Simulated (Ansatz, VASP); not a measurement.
## One calculation of HfC, two programs

File INCAR:

```
SYSTEM = HfC
PREC     = Accurate       ! precision mode
ENCUT    = 520            ! plane-wave cutoff, eV
EDIFF    = 1E-7           ! SCF threshold, eV
ISMEAR   = -1             ! smearing method
SIGMA    = 0.05           ! smearing width, eV
LREAL    = .FALSE.        ! projectors in reciprocal space
LASPH    = .TRUE.         ! aspherical terms in the spheres
NELM     = 60             ! most SCF steps
ALGO     = Normal         ! electronic algorithm
ISIF     = 2              ! what is computed and relaxed
LWAVE    = .FALSE.        ! write WAVECAR
LCHARG   = .FALSE.        ! write CHGCAR
GGA      = PS             ! functional
NBANDS   = 14             ! bands
```

File KPOINTS:

```
regular mesh
0
G
  10 10 10
  0 0 0
```

File POSCAR:

```
HfC
1.0
    0.0000000000      2.2775377028      2.2775377028
    2.2775377028      0.0000000000      2.2775377028
    2.2775377028      2.2775377028      0.0000000000
Hf C
1 1
Direct
    0.5000000000      0.5000000000      0.5000000000
    0.0000000000      0.0000000000      0.0000000000
```

File input.yaml:

```yaml
crystal:
  lattice:
    - [0.0, 2.2775377028, 2.2775377028]
    - [2.2775377028, 0.0, 2.2775377028]
    - [2.2775377028, 2.2775377028, 0.0]
  atoms:
    - { symbol: Hf, position: [0.5, 0.5, 0.5] }
    - { symbol: C, position: [0.0, 0.0, 0.0] }
hamiltonian:
  xc: pbesol
  pseudopotentials: { kind: paw }
kpoints:
  mp_grid: { grid: [10, 10, 10] }
scf:
  occupations: { method: fermi_dirac, width: 0.05 }
output:
  forces: true
  stress: true
  eigenvalues: true
```

Change from the starting cell: volume scaled by 0.94.

Alike in both runs: task single point; functional PBEsol; k mesh 10 × 10 × 10; occupations fermi-dirac, width 0.05 eV; no spin polarisation.

```csv
,VASP,Ansatz
version,VASP 6.6.1,Ansatz 0.2.0
potentials or method,"VASP PAW PBE potentials, release 64 (Hf_pv, C)",Ansatz PAW
plane-wave cutoff (eV),520,420
valence electrons in the cell,14,30
```

Ansatz gave:

* gap on the k mesh at the Fermi level (eV): none
* pressure (GPa): 9.1

Problem. Which values does VASP return?

Solution. gap on the k mesh at the Fermi level (eV): none; pressure (GPa): 8.9.

A gap of «none» marks a metal or a gap that the smearing closes. The two sets of potentials don't hold the same shells in valence.

Caveats: the PAW data sets were made with another functional, which shifts forces and pressure a little (VASP); the PAW data sets come from PBE, with cores solved anew for the run's functional, which leaves a small shift of forces and pressure (Ansatz). The runs have no spin-orbit coupling, so splittings on Hf are missing.
